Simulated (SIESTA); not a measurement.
Input of a SIESTA 5.4.2 run:

I.fdf

```
SystemName                      I
SystemLabel                     I
NumberOfSpecies                 1
NumberOfAtoms                   4
%block ChemicalSpeciesLabel
  1  53 I
%endblock ChemicalSpeciesLabel

LatticeConstant                 1.0 Ang
%block LatticeVectors
     3.6350350000    -2.3950200000     0.0000000000
     3.6350350000     2.3950200000     0.0000000000
     0.0000000000     0.0000000000     9.7934400000
%endblock LatticeVectors
AtomicCoordinatesFormat         Fractional
%block AtomicCoordinatesAndAtomicSpecies
     0.6493000000     0.3507000000     0.3844000000  1  I
     0.1493000000     0.8507000000     0.1156000000  1  I
     0.3507000000     0.6493000000     0.6156000000  1  I
     0.8507000000     0.1493000000     0.8844000000  1  I
%endblock AtomicCoordinatesAndAtomicSpecies

%block kgrid.MonkhorstPack
    7   0   0  0.0
    0   7   0  0.0
    0   0   3  0.0
%endblock kgrid.MonkhorstPack
XC.Functional                   LDA
XC.Authors                      PW92
PAO.BasisSize                   DZP
PAO.EnergyShift                 0.003 Ry
Mesh.Cutoff                     500 Ry
OccupationFunction              FD
ElectronicTemperature           0.05 eV
MaxSCFIterations                120
SCF.MustConverge                false
SCF.Mixer.Method                Pulay
SCF.Mixer.Weight                0.25
SCF.Mixer.History               8
SCF.DM.Tolerance                5.0e-05
SCF.H.Tolerance                 1.0e-03 eV
WriteForces                     true
Charge.Mulliken                 end
BandLinesScale                  ReciprocalLatticeVectors
%block BandLines
    1    0.000000   0.000000   0.000000  \Gamma
   11    0.358528  -0.358528   0.000000  X
    6    0.000000  -0.500000   0.000000  S
    4    0.000000  -0.500000  -0.500000  R
    6    0.358528  -0.358528  -0.500000  A
   11    0.000000   0.000000  -0.500000  Z
    4    0.000000   0.000000   0.000000  \Gamma
   10   -0.500000  -0.500000   0.000000  Y
    4   -0.358528  -0.641472   0.000000  X1
    4   -0.358528  -0.641472  -0.500000  A1
    4   -0.500000  -0.500000  -0.500000  T
    4   -0.500000  -0.500000   0.000000  Y
    1    0.000000   0.000000  -0.500000  Z
   10   -0.500000  -0.500000  -0.500000  T
%endblock BandLines
```

Potentials or basis: PseudoDojo 0.4 standard (LDA files), DZP (energy shift 0.003 Ry).

The run is started by

```console
$ siesta I.fdf > I.out 2>&1
```

(1) Estimate the pressure.

(2) What does it give for the band gap along the path?

## Answers

(1) -0.6 GPa.

(2) 1.07 eV, indirect (least direct gap 1.19 eV).

Caveat: spin-orbit coupling is left out, which moves the levels of the heavy elements; the basis of atomic orbitals isn't converged, which shifts pressures, moduli and gaps; forces of over 1 eV/Å show positions far from the minimum, so gaps and moduli don't describe the material at rest.
